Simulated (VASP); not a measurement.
Wanted: the native input for a VASP 6.6.1 run.

```yaml
Task: relaxation of cell and atoms
Functional: PBE
Dispersion: D3(BJ)
Potentials_or_basis: VASP PAW PBE potentials, release 64 (C)
Cutoff: 600 eV
k_mesh: 12 × 12 × 4
Occupations: gaussian, width 0.03 eV
Spin: no spin polarisation
Further_INCAR_settings: ALGO = Normal; EDIFF = 1e-06; IBRION = 2; EDIFFG = -0.01; NSW = 90; ISIF = 3
```

The structure of C lies in POSCAR:

```
C
1.0
    2.4672912616      0.0000000000      0.0000000000
   -1.2336456308      2.1367369111      0.0000000000
    0.0000000000      0.0000000000      7.8030730000
C
4
Direct
    0.0000000000      0.0000000000      0.2500000000
    0.0000000000      0.0000000000      0.7500000000
    0.3333333300      0.6666666700      0.2500000000
    0.6666666700      0.3333333300      0.7500000000
```

These files were run (other wordings do the same):

INCAR

```
SYSTEM = C
  PREC = Accurate
  ENCUT = 600
  EDIFF = 1E-6
  ISMEAR = 0
  SIGMA = 0.03
  LREAL = .False.
  LASPH = .True.
  NELM = 80
  ALGO = Normal
  ISIF = 3
  LWAVE = .False.
  LCHARG = .False.
  GGA = PE
  IVDW = 12
  IBRION = 2
  NSW = 90
  EDIFFG = -0.01
  KPAR = 2
```

KPOINTS

```
Automatic mesh
0
Gamma
  12 12 4
  0 0 0
```

Potentials or basis: VASP PAW PBE potentials, release 64 (C).

Launch:

```bash
$ cat potpaw_PBE.64/C/POTCAR > POTCAR
$ mpirun -np 2 vasp_std > vasp.out
```

It gave:

| Property | Result |
| --- | --- |
| Relaxed volume | 8.80 Å³/atom |
| Relaxed cell | a = 2.465 Å, b = 2.465 Å, c = 6.691 Å, α = 90.00°, β = 90.00°, γ = 120.00° |
| Space group after relaxing (to 0.05 Å) | P6_3/mmc (No. 194) |
| Energy gained by relaxing | 15.3 meV/atom |
| Ionic steps | 12 |
| Pressure after relaxing | 0.1 GPa |
| Band gap on the k mesh | none (metal or under the smearing width) |
| Dispersion energy per atom | -0.157 eV |

Run time: 70 s on 2 MPI ranks on Intel(R) Xeon(R) 6975P-C (Granite Rapids), with other jobs on the host, peak memory 0.17 GiB a rank.
